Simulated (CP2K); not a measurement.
# AlN in CP2K: the effect of functional

Crystal: AlN.

```
Al N
1.0
     3.08863    0.00000    0.00000
     1.54432    2.67483    0.00000
     1.54432    0.89161    2.52186
Al N
1 1
Direct
  0.00000 0.00000 0.00000
  0.25000 0.25000 0.25000
```

Measurements of this composition are mostly on another form, of space group No. 186.

Alike in all runs:

| Quantity | Value |
| --- | --- |
| Program | CP2K 2026.2 |
| Task | band structure |
| Potentials or basis | POTENTIAL_UZH Al GTH-PBE-q3, N GTH-PBE-q5; TZVP-MOLOPT-PBE-GTH basis |
| Density cutoff | 9184 eV |
| k mesh | 10 × 10 × 10 |
| Occupations | fermi-dirac, width 0.05 eV |
| Spin | no spin polarisation |

| functional | gap on the mesh (eV) | pressure (GPa) |
| --- | --- | --- |
| PBE | 3.32 | 3.8 |
| LDA | 3.16 | 3.5 |
| PBEsol | 3.17 | 3.4 |
| optB88-vdW | 3.53 | 3.0 |
| RPBE | 3.39 | 4.1 |
| rev-vdW-DF2 | 3.38 | 3.4 |
| M06-L | ? | ? |

Task: What does the run with functional M06-L give?

Result: gap on the mesh 3.78 eV; pressure -3.5 GPa.

Caveats: the basis of atomic orbitals isn't converged, which shifts pressures, moduli and gaps; the potentials were made for another functional, which shifts forces and pressure (some runs).

